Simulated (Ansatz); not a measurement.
# Meshes and cutoff for the phonons of LiBr (Fm-3m)

Aim: how dense must the meshes and how high the cutoff be for the phonons of LiBr (Fm-3m)?

Calculated with Ansatz 0.2.0; DFT PBE, scalar-relativistic, plane waves, PAW.

## (1) The starting structure

The structure is cubic, space group Fm-3m (No. 225). The conventional cell has a = 5.511 Å, b = 5.511 Å, c = 5.511 Å, α = 90.00°, β = 90.00°, γ = 90.00°. Nearest to Li lie 6 Br at 2.76 Å. Nearest to Br lie 6 Li at 2.76 Å. Farther neighbours and most contacts between anions are not listed.

## (2) Tight relaxation

Phonons need a cell at rest on their own settings, so the relaxation is repeated with tight tolerances on forces and stress on the k mesh and occupations of the first response run.

input.yaml

```yaml
crystal:
  lattice:
    - [0.0, 2.7554040619, 2.7554040619]
    - [2.7554040619, 0.0, 2.7554040619]
    - [2.7554040619, 2.7554040619, 0.0]
  atoms:
    - { symbol: Li, position: [0.0, 0.0, 0.0] }
    - { symbol: Br, position: [0.5, 0.5, 0.5] }
kpoints:
  mp_grid: { grid: [8, 8, 8] }
hamiltonian:
  xc: pbe
scf:
  occupations: { method: fixed }
output:
  forces: true
  stress: true
  eigenvalues: true
  write_density: true
  write_potential: true
  elf: true
  volumetric_format: npy
relax:
  adjacent_minimum: "off"
  f_tol: 0.001
  max_steps: 60
  cell: { stress_tol: 0.01 }
```

Command:

```bash
> ansatz run input.yaml --threads 4 --pin off --max-ram 7168MiB --backend cpu --events-out ev --progress --plain --runs-dir out
```

Numbers of over 12 decimals in the logs are rounded to 6 here.

Output:

```text
Engine: ansatz 0.2.0, aarch64-unknown-linux-gnu
Pseudopotentials: kind: paw
Pseudopotential: Li, paw, valence charge 3, recommended cutoff 420 eV (normal), Li.paw.azcp
Pseudopotential: Br, paw, valence charge 7, recommended cutoff 420 eV (normal), Br.paw.azcp
Functional definition: PBE
  parameter kappa = 0.804
  parameter beta = 0.066725
  exchange = pbe_x(kappa = kappa, mu = beta*pi^2/3)
[...]
--- Relaxed structure (1 steps of the walk, 1 accepted, 1 SCFs on fresh bases) ---
  F+E_penalty+E_count = -2990.95943763 eV   max|allowed force component| = 1.056e-29 eV/Å   (the final SCF, on the basis selected at the relaxed cell)
  cell:  # Å, volume = 41.8394 Å³
    - [0.0, 2.7554040619, 2.7554040619]
    - [2.7554040619, 0.0, 2.7554040619]
    - [2.7554040619, 2.7554040619, 0.0]
  atoms:
    - { symbol: Li, position: [0.0, 0.0, 0.0] }
    - { symbol: Br, position: [0.5, 0.5, 0.5] }
[key lines of the parts left out:]
SCF converged after 8 iterations
Free energy (F): -2990.959438 eV
Fermi energy:    1.994795 eV
P = ⅓ Tr σ = 0.0022 GPa (0.022 kbar)
```

It took 0.68 s on 4 threads of Arm Neoverse V2, shared host; peak memory 0.29 GiB; 2 s of CPU time.

Little changed from the start: no atom moved by 0.005 Å and no cell edge by 0.1 %.

Numbers from this step:

```
pressure           : 0.002196 GPa
gap on the k-mesh  : 4.915 eV
volume per atom    : 20.92 Å³
direct gap on mesh : 4.915 eV
```

ELF in the ac plane of the conventional cell at fractional y = 0.000, with atoms of Li and Br within 0.2 Å of it. It is the smooth field of the valence electrons, not physical close to the nuclei.

Ten even steps from '_' (0.33 × 1e-1) to '@' (9.80 × 1e-1), each cell a mean:
```
@@==__==%%%%==__::##%%**....%%
::____::**%%%%**##%%##==____..
....____--##%%%%%%##++..____..
**++--____--**##**==..__..==**
%%%%**--____......____..++##%%
##%%%%**::____....____==##%%##
..++%%##--__==@@##....**%%##::
__==%%%%==__**@@@@....##%%**__
--##%%##--__::**==__..**%%%%==
%%%%##++..____________--##%%%%
%%##++..__..--==--::____--**%%
==--..__..++##%%##**--____::==
______..++##%%%%%%%%**--______
++::__--##%%##==++%%%%++..__==
@@++__==%%%%--__..##%%**..::@@
```
Columns run along a (5.5 Å), rows up along c (5.5 Å), edges of the conventional cell, whose origin can differ from the input's. Atoms in or near the plane, at fractional coordinates: Li at (0.00, 0.00), Li at (0.50, 0.50), Br at (0.50, 0.00), Br at (0.00, 0.50).

Valence density in the ac plane of the conventional cell at fractional y = 0.000, with atoms of Li and Br within 0.2 Å of it. It is the smooth field of the valence electrons, not physical close to the nuclei.

Ten steps, logarithmic in the rise over the least value, from '_' (0.0 e/Å³) to '@' (7.1 e/Å³), each cell a mean:
```
%%++__..--++++==++++==::__::%%
--..____::==++++++++--..____::
________..::======--::________
::....____..::::::..______..::
====::..________________::--==
++++==::____..--::____..--++++
==++++--..__++%%##::__::==++++
--++++--....##@@%%--__::==++==
++++++--..__--##++..__::==++++
++++--..______..______..::==++
----::______......______..::--
....______..------::..______..
________::--++++++==::..______
**--__..--++++++++++==..__..++
@@**__..--++++--==++==::__--%%
```
Columns run along a (5.5 Å), rows up along c (5.5 Å), edges of the conventional cell, whose origin can differ from the input's. Atoms in or near the plane, at fractional coordinates: Li at (0.00, 0.00), Li at (0.50, 0.50), Br at (0.50, 0.00), Br at (0.00, 0.50).

Electrostatic potential energy in the ac plane of the conventional cell at fractional y = 0.000, with atoms of Li and Br within 0.2 Å of it. With pseudopotentials it is smooth inside the atoms' cores, unlike the true potential.

Ten even steps from '_' (-72 eV) to '@' (7 eV), each cell a mean:
```
++##@@@@@@**..____==%%@@@@%%**
##%%@@@@@@%%++--==##@@@@@@@@%%
@@@@@@@@@@@@@@%%%%@@@@@@@@@@@@
@@@@@@@@@@@@@@@@@@@@@@@@@@@@@@
%%@@@@@@@@@@@@@@@@@@@@@@@@@@%%
--**%%@@@@@@%%%%%%@@@@@@@@##==
__::##@@@@@@##++**%%@@@@%%==__
__..**@@@@%%**==++%%@@@@%%--__
..--%%@@@@@@##**##%%@@@@@@++..
**%%@@@@@@@@@@%%@@@@@@@@@@%%**
@@@@@@@@@@@@@@@@@@@@@@@@@@@@@@
@@@@@@@@@@@@@@@@@@@@@@@@@@@@@@
@@@@@@@@@@@@%%**##%%@@@@@@@@@@
**%%@@@@@@%%--..::**@@@@@@%%##
==**@@@@@@**..____--%%@@@@##++
```
Columns run along a (5.5 Å; values clipped at the 3rd and 97th percentile), rows up along c (5.5 Å), edges of the conventional cell, whose origin can differ from the input's. Atoms in or near the plane, at fractional coordinates: Li at (0.00, 0.00), Li at (0.50, 0.50), Br at (0.50, 0.00), Br at (0.00, 0.50).

The forces vanish by symmetry and the pressure is 0.002 GPa, within the tolerances set. The cell now holds 20.92 Å³/atom.

## (3) The dispersion

Stability and thermal properties need the whole zone. Linear response on a 4×4×4 q mesh gives force constants as far as a supercell of that size would, and the tensors from the zone-centre run are typed in so that the long-range dipole term is interpolated apart.

input.yaml, the sections that differ from step 2:

```yaml
output:
  eigenvalues: true
phonons:
  method: dfpt
  qmesh: [4, 4, 4]
  temperatures: { t_max: 1000, t_step: 50 }
  qpath:
    path:
      - [[0.0, 0.0, 0.0], [0.5, 0.0, 0.5], [0.625, 0.25, 0.625]]
      - [[0.375, 0.375, 0.75], [0.0, 0.0, 0.0], [0.5, 0.5, 0.5], [0.5, 0.25, 0.75], [0.5, 0.0, 0.5]]
    npoints: 10
  non_analytic_term:
    high_frequency_dielectric_tensor: [[3.4129, 0.0, 0.0], [0.0, 3.4129, 0.0], [0.0, 0.0, 3.4129]]
    born_effective_charges:
      - { species: Li, tensor: [[1.2407, 0.0, 0.0], [0.0, 1.2407, 0.0], [0.0, 0.0, 1.2407]] }
      - { species: Br, tensor: [[-1.2407, 0.0, 0.0], [0.0, -1.2407, 0.0], [0.0, 0.0, -1.2407]] }
    source: "zone-centre run at this cell"
# crystal, kpoints, hamiltonian, scf: as in step 2
# relax: removed
```

Output:

```text
[...]
Crystal: 2 atoms, lattice volume = 41.839 Å³
Basis set: ecut = 420 eV, 869 PW (Γ), exchange–correlation on 54×54×54 points (8 copies of the dense FFT grid, shifted against one another)
Bands: 9, of which v1, the nominal top of the filled ones, is band 5 counted from 1 (4 counted from 0)
Symmetry: 48 space group operations
k-points: 29 of 512
[...]
SCF iter   1: F=—  HF=-2990.959431 eV  |F-HF|=—  |Δ(HF+E_count)|=         —  Δρ=4.37e-4  dr2=1.37e-4  ethr=1.77e-3  ⟨swp⟩=5.5  Hψ=1624  notcnv=0  defer=50
[...]
SCF iter   6: F=-2990.959438 eV  HF=-2990.959438 eV  |F-HF|=4.55e-13  |Δ(HF+E_count)|=  6.82e-12  Δρ=5.06e-8  dr2=1.09e-12  ethr=1.00e-12  ⟨swp⟩=10.0  Hψ=1611  notcnv=0
SCF 1 converged in 6 iterations: F = -2990.959438 eV  dr2 = 1.09e-12
[...]
NSCF: frozen V_eff on 29 k-points
[...]
DFPT response loops at q = (0, 0, 0) (fractional): preconditioner auto → none (the input reference at scf.mixing.eps_inf says where Resta's filter doesn't serve); β = 0.50; Broyden in place of MSR1
[...]
SCF converged after 6 iterations
Free energy (F): -2990.959438 eV
[...]
Internal energy: -2990.959438 eV  (E = F + TS)
E sigma→0 (E₀):  -2990.959438 eV
Fermi energy:    1.994796 eV
[...]
--- Band table (eV; the first three rows and the last of 29) ---
[...]
--- Phonons (Γ-DFPT): 2 representative perturbations + reference (Σ response iterations 7) ---
  ASR residual: 8.243e-5 → 0.000e0 eV/Å²; symmetrization residual: 2.980e-7 eV/Å²
  ASR residual per site (eV/Å²): 8.24e-5 5.32e-6
  Γ frequencies (cm⁻¹): 0.00 0.00 0.00 140.97 140.97 140.97
--- Phonons (arbitrary-q DFPT): 8 irreducible q on the 4×4×4 mesh ---
  q = [0.0000, 0.0000, 0.0000] (star 1, of the zone-centre solve; hermiticity 1.28e-6, symmetrization 7.02e-13): -0.00 0.00 0.00 140.97 140.97 140.97
  q = [0.0000, 0.0000, 0.2500] (star 8, 2 solved perturbations on 288 of 512 k-point pairs; hermiticity 3.59e-7, symmetrization 1.96e-13): 45.96 45.96 88.75 155.65 155.65 332.49
[...]
q = [0.0000, 0.2500, 0.2500] (star 6, 4 solved perturbations in 528 linear systems a pass and spin channel, the states on 164 of 512 k-point pairs; hermiticity 2.55e-7, symmetrization 1.18e-13): 58.80 58.80 90.53 148.67 148.67 259.60
[...]
sum rule: each row above includes the acoustic sum rule's correction from the zone centre's row sums; it moved no ω² by more than (1.80 cm⁻¹)²
  mesh force constants: q→R imaginary residual 1.12e-18; ASR residual 8.243e-5 → 0.000e0 eV/Å²; symmetrization residual 3.109e-15 eV/Å²
  interpolated dispersion: 63 rows × 6 modes
  density of states and harmonic sums: on the 20×20×20 q-mesh, interpolated from the force constants of a 4×4×4 supercell (with the dipole–dipole term of supplied tensors)
  largest difference from the sums on the solved wave vectors: F 1.20e-2 eV, S 1.60e-5 and C_V 3.99e-6 eV/K
  zero-point energy: 0.051833 eV/cell   skipped modes (ω ≤ 0): 3   left out of the sums: 6.25e-5 of the cell's modes: C_V's classical limit lies that fraction below 3 k_B per atom; for a crystal, a wire or a layer, F and S can be off by more, and a phonons.interpolated_qmesh denser along its periods is the remedy for the sampling
```

Run time: 33 s. Hardware: 4 threads; peak memory 0.68 GiB; 2.1 min of CPU time.

Numbers from this step:

```yaml
sum_rule_residual_before_enforcement: 8.24e-5 eV/Å²
lowest_frequency_on_the_path: 0 cm⁻¹
point_group: m-3m
highest_frequency_on_the_path_or_at_a_solved_wavevector: 345.3 cm⁻¹
mean_frequency: 139.4 cm⁻¹
debye_temperature_second_moment: 291 K
logarithmic_mean_frequency: 122.5 cm⁻¹
highest_optical_mode_at_the_zone_centre_no_lo_to_term: 141.0 cm⁻¹
lowest_optical_zone_centre_mode: 141.0 cm⁻¹
lowest_mode_on_the_q_mesh_acoustic_modes_at_gamma_apart: 45.96 cm⁻¹
zero_point_energy_per_atom: 25.92 meV
heat_capacity_at_300_k: 23.83 J/(mol atoms K)
vibrational_entropy_at_300_k: 38.79 J/(mol atoms K)
edges_of_the_widest_gap_between_branches_on_path_and_mesh: 122.1, 140.3 cm⁻¹
```

Frequencies (cm⁻¹) solved at each irreducible wavevector; negative means imaginary. Frequencies by wavevector, by row:

| q in reciprocal lattice units | star | mode 1 | mode 2 | mode 3 | mode 4 | mode 5 | mode 6 |
| --- | --- | --- | --- | --- | --- | --- | --- |
| 0 0 0 | 1 | 0 | 0 | 0 | 141 | 141 | 141 |
| 0 0 0.25 | 8 | 46 | 46 | 88.8 | 155.7 | 155.7 | 332.5 |
| 0 0 -0.5 | 4 | 61.6 | 61.6 | 122.1 | 170.6 | 170.6 | 345.3 |
| 0 0.25 0.25 | 6 | 58.8 | 58.8 | 90.5 | 148.7 | 148.7 | 259.6 |
| 0 0.25 -0.5 | 24 | 72.2 | 86.9 | 110.6 | 159.4 | 167.9 | 249.4 |
| 0 0.25 -0.25 | 12 | 62 | 85.2 | 107.5 | 159.4 | 166.5 | 288.4 |
| 0 -0.5 -0.5 | 3 | 77.1 | 77.1 | 113.9 | 150.5 | 150.5 | 169 |
| 0.25 -0.5 -0.25 | 6 | 88.3 | 100.2 | 100.2 | 163.3 | 163.3 | 212.1 |

Interpolated from a 4×4×4 q mesh, with the LO-TO term (at Γ the limit along the path; where Γ stands inside the path, tables give the limit on arrival). The phonon branches at the labelled points (cm⁻¹):

| point | branch 1 | branch 2 | branch 3 | branch 4 | branch 5 | branch 6 |
| --- | --- | --- | --- | --- | --- | --- |
| Γ | 0 | 0 | 0 | 141 | 141 | 321 |
| halfway | 59 | 59 | 90 | 149 | 149 | 260 |
| X | 77 | 77 | 114 | 150 | 150 | 169 |
| halfway | 77 | 86 | 112 | 154 | 169 | 171 |
| U | 76 | 100 | 108 | 164 | 166 | 215 |
| jump to K | 76 | 100 | 108 | 164 | 166 | 215 |
| halfway | 52 | 68 | 95 | 154 | 164 | 309 |
| Γ | 0 | 0 | 0 | 141 | 141 | 321 |
| halfway | 46 | 46 | 89 | 156 | 156 | 332 |
| L | 62 | 62 | 122 | 171 | 171 | 345 |
| halfway | 72 | 86 | 114 | 167 | 168 | 276 |
| W | 88 | 100 | 100 | 163 | 163 | 212 |
| halfway | 84 | 85 | 111 | 157 | 168 | 184 |
| X | 77 | 77 | 114 | 150 | 150 | 169 |

The phonon branches as a text plot (rows in cm⁻¹):

```
    338 |                                   ********
    324 |**                       **********        *
    309 |  **                   **
    295 |                      *                     *
    281 |    **              **                       *
    266 |      *            *
    252 |                                              *
    237 |       *          *                            *
    223 |
    209 |        *       **                              ***
    194 |               *                                   **
    180 |         ***                                         *
    165 |            ***************         ********************
    151 |  ****** *******       **  **    ***                ****
    137 |**      *                ********
    122 |                                      *******
    108 |       ****************              *       **** ******
     94 |      *        *** *** *           **         *******
     79 |    **   **********   * *         *        *****    ****
     65 |   *  ***          ***** **      *    ********
     50 |    **                 *****       ***
     36 |  **                     ***    ***
     22 | **                        **  **
      7 |*                           ****
         Γ           X  U|K            Γ         L        W     X
```

Symmetry leaves 8 wavevectors to solve. The lowest mode among them, the acoustic zeros apart, lies at q = (0, 0, 0.25) and is real, 46.0 cm⁻¹.

## (4) Another q mesh, q mesh 2×2×2

The q mesh is changed to 2×2×2, to see how far the force constants must reach.

input.yaml, as its differences from that of step 3:

```diff
@@ -18,3 +18,3 @@
   method: dfpt
-  qmesh: [4, 4, 4]
+  qmesh: [2, 2, 2]
   temperatures: { t_max: 1000, t_step: 50 }
```

Output:

```text
[...]
Crystal: 2 atoms, lattice volume = 41.839 Å³
Basis set: ecut = 420 eV, 869 PW (Γ), exchange–correlation on 54×54×54 points (8 copies of the dense FFT grid, shifted against one another)
Bands: 9, of which v1, the nominal top of the filled ones, is band 5 counted from 1 (4 counted from 0)
Symmetry: 48 space group operations
k-points: 29 of 512
[...]
SCF iter   1: F=—  HF=-2990.959431 eV  |F-HF|=—  |Δ(HF+E_count)|=         —  Δρ=4.37e-4  dr2=1.37e-4  ethr=1.77e-3  ⟨swp⟩=5.5  Hψ=1624  notcnv=0  defer=50
[...]
SCF iter   6: F=-2990.959438 eV  HF=-2990.959438 eV  |F-HF|=4.55e-13  |Δ(HF+E_count)|=  6.82e-12  Δρ=5.06e-8  dr2=1.09e-12  ethr=1.00e-12  ⟨swp⟩=10.0  Hψ=1611  notcnv=0
SCF 1 converged in 6 iterations: F = -2990.959438 eV  dr2 = 1.09e-12
[...]
SCF converged after 6 iterations
Free energy (F): -2990.959438 eV
[...]
Internal energy: -2990.959438 eV  (E = F + TS)
E sigma→0 (E₀):  -2990.959438 eV
Fermi energy:    1.994796 eV
[...]
--- Band table (eV; the first three rows and the last of 29) ---
[...]
ASR residual: 8.243e-5 → 0.000e0 eV/Å²; symmetrization residual: 2.980e-7 eV/Å²
  ASR residual per site (eV/Å²): 8.24e-5 5.32e-6
  Γ frequencies (cm⁻¹): 0.00 0.00 0.00 140.97 140.97 140.97
--- Phonons (arbitrary-q DFPT): 3 irreducible q on the 2×2×2 mesh ---
[...]
interpolated dispersion: 63 rows × 6 modes
[...]
```

Wall time 6 s (4 threads); peak memory 0.44 GiB.

This step gave:

- mean frequency: 141.7 cm⁻¹
- Debye temperature (second moment): 298 K
- logarithmic mean frequency: 123 cm⁻¹
- lowest mode on the q mesh (acoustic modes at Γ apart): 61.6 cm⁻¹
- zero-point energy per atom: 26.36 meV
- heat capacity at 300 K: 23.78 J/(mol atoms K)
- vibrational entropy at 300 K: 38.70 J/(mol atoms K)
- edges of the widest gap between branches, on path and mesh: 122.1, 136.7 cm⁻¹

Frequencies (cm⁻¹) solved at each irreducible wavevector; negative means imaginary. Frequencies by wavevector, by row:

| q in reciprocal lattice units | star | mode 1 | mode 2 | mode 3 | mode 4 | mode 5 | mode 6 |
| --- | --- | --- | --- | --- | --- | --- | --- |
| 0 0 0 | 1 | 0 | 0 | 0 | 141 | 141 | 141 |
| 0 0 -0.5 | 4 | 61.6 | 61.6 | 122.1 | 170.6 | 170.6 | 345.3 |
| 0 -0.5 -0.5 | 3 | 77.1 | 77.1 | 113.9 | 150.5 | 150.5 | 169 |

Interpolated from a 2×2×2 q mesh, rough between the solved points, with the LO-TO term (at Γ the limit along the path; where Γ stands inside the path, tables give the limit on arrival). The phonon branches at the labelled points (cm⁻¹):

| point | branch 1 | branch 2 | branch 3 | branch 4 | branch 5 | branch 6 |
| --- | --- | --- | --- | --- | --- | --- |
| Γ | 0 | 0 | 0 | 141 | 141 | 321 |
| halfway | 58 | 58 | 90 | 175 | 175 | 273 |
| X | 77 | 77 | 114 | 150 | 150 | 169 |
| halfway | 76 | 84 | 111 | 150 | 172 | 175 |
| U | 71 | 97 | 104 | 147 | 188 | 218 |
| jump to K | 71 | 97 | 104 | 147 | 188 | 218 |
| halfway | 54 | 64 | 95 | 137 | 194 | 314 |
| Γ | 0 | 0 | 0 | 141 | 141 | 321 |
| halfway | 47 | 47 | 88 | 155 | 155 | 333 |
| L | 62 | 62 | 122 | 171 | 171 | 345 |
| halfway | 69 | 80 | 113 | 157 | 179 | 289 |
| W | 85 | 97 | 97 | 184 | 184 | 188 |
| halfway | 82 | 84 | 109 | 166 | 170 | 178 |
| X | 77 | 77 | 114 | 150 | 150 | 169 |

The phonon branches as a text plot (rows in cm⁻¹):

```
    338 |                                   ********
    324 |**                      ***********        *
    309 |  **                  **                    *
    295 |    **              **                       *
    281 |
    266 |      *            *                          *
    252 |       *          *                            *
    237 |
    223 |        *        *
    209 |                *  ***                          *
    194 |         **    * **   **                         **
    180 |      **   *  ***       *                  ***********
    165 |   ***  *** ***          **         *********   *   ****
    151 | **        ********        **    ***         ***      **
    137 |*                  **************
    122 |                                      *******
    108 |       ****************              *       ***   *****
     94 |      *        *****   *           **          *****
     79 |    **   ********   *** *         *         ************
     65 |   *  ***        ******* **      *    *********
     50 |    **                 **  *       ***
     36 |  **                     ***    ***
     22 | **                        **  **
      7 |*                           ****
         Γ           X  U|K            Γ         L        W     X
```

The mean frequency is 141.7 cm⁻¹, +2.3 cm⁻¹ against the base run.

The highest branch reaches 345 cm⁻¹ on this path, at L. No branch goes imaginary on this path.

## (5) Another q mesh, k-mesh 9×9×9, q mesh 3×3×3

The q mesh is changed to 3×3×3, to see how far the force constants must reach; the k mesh is 9×9×9, against 8×8×8 in the base run, so that the q mesh divides it.

input.yaml, as its differences from that of step 4:

```diff
@@ -9,3 +9,3 @@
 kpoints:
-  mp_grid: { grid: [8, 8, 8] }
+  mp_grid: { grid: [9, 9, 9] }
 hamiltonian:
@@ -18,3 +18,3 @@
   method: dfpt
-  qmesh: [2, 2, 2]
+  qmesh: [3, 3, 3]
   temperatures: { t_max: 1000, t_step: 50 }
```

Output:

```text
[...]
Crystal: 2 atoms, lattice volume = 41.839 Å³
Basis set: ecut = 420 eV, 869 PW (Γ), exchange–correlation on 54×54×54 points (8 copies of the dense FFT grid, shifted against one another)
Bands: 9, of which v1, the nominal top of the filled ones, is band 5 counted from 1 (4 counted from 0)
Symmetry: 48 space group operations
k-points: 35 of 729
[...]
E sigma→0 (E₀):  -2990.959447 eV
Fermi energy:    1.995317 eV
[...]
--- Band table (eV; the first three rows and the last of 35) ---
[...]
ASR residual: 1.214e-4 → 0.000e0 eV/Å²; symmetrization residual: 6.316e-7 eV/Å²
  ASR residual per site (eV/Å²): 8.14e-5 1.21e-4
  Γ frequencies (cm⁻¹): 0.00 0.00 0.00 140.97 140.97 140.97
--- Phonons (arbitrary-q DFPT): 4 irreducible q on the 3×3×3 mesh ---
[...]
interpolated dispersion: 63 rows × 6 modes
[...]
[key lines of the parts left out:]
SCF converged after 7 iterations
Free energy (F): -2990.959447 eV
```

Elapsed: 19 s, on 4 threads; peak memory 0.61 GiB; 74 s of CPU time.

The mean frequency is 139.2 cm⁻¹, -0.2 cm⁻¹ against the base run, whose k mesh differs too.

(Part 1 of 3 ends here.)

[Logs are printed without paths, hosts, clocks, repeated set-up lines and the standing remarks that a program may print on its own settings, such as how far it seeks lower states.]

[Hosts, paths, dates, database ids (printed as entryN), source tags and the programs' standing remarks are cut or masked in the printed files.]
